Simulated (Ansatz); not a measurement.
**PbTe: moving Pb off its site**

PbTe, Fm-3m, a = 6.454 Å (as given, not relaxed at this level: -1.6 GPa). Ansatz: LDA, PAW, 420 eV, Γ-centred 8×8×8 mesh on 2 atoms, Gaussian smearing 0.05 eV; no spin polarisation.

```xyz
2
Lattice="0.0000 3.2270 3.2270 3.2270 0.0000 3.2270 3.2270 3.2270 0.0000" Properties=species:S:1:pos:R:3 pbc="T T T"
Te    3.2270    3.2270    3.2270
Pb    0.0000    0.0000    0.0000
```

Atom 2 (Pb) moves by x along the unit vector (0.000, 1.000, 0.000), with its periodic images; all else is held. y is the free energy of the cell over the start, F the force along the path summed over the moved atoms. Symmetry makes y even in x.

| x (Å) | y (meV) | F (eV/Å) |
| --- | --- | --- |
| -0.3000 | ? | ? |
| -0.1500 | 4.17 | 0.08 |
| 0.0000 | 0.00 | 0.00 |
| 0.0375 | 0.14 | -0.01 |
| 0.0750 | 0.65 | -0.02 |
| 0.1125 | 1.84 | -0.04 |
| 0.1875 | 8.26 | -0.14 |
| 0.2250 | 14.84 | -0.22 |
| 0.2625 | 24.74 | -0.32 |

Fit y = c2 x² + c4 x⁴ to the energies of the other rows, give the force constant, and predict energy and force of the missing row.

Least squares on the rows shown. y = 103.36 x² + 3719.3 x⁴. The force constant is 2 c2 = 0.207 eV/Å² (for all images moving together, not for a lone atom). With two atoms in a cubic cell this is the optical mode at Γ without the LO field: ω = 521.5 √(2 c2/μ) = 27 cm⁻¹ for μ = 78.97 u. The force −dy/dx at the missing row is 0.46 eV/Å (computed 0.44). With a term in x⁶ added, the coefficient of x² becomes 92.99, 10 % less, which shows how far this figure hangs on the form. At x = -0.3000 the fit asked for gives 39.43 meV. The run gave 38.86 meV, so the fit is 0.57 meV too high, 1.5 % of the span of the series, against an rms of 0.05 meV on the fitted rows. The row lies outside the fitted range. With a term in x⁶ added, a fit to the same known rows predicts 38.76 meV, so most of the miss is curvature that the known rows already hold.

Spin–orbit coupling is left out, which can shift energies with elements as heavy as these.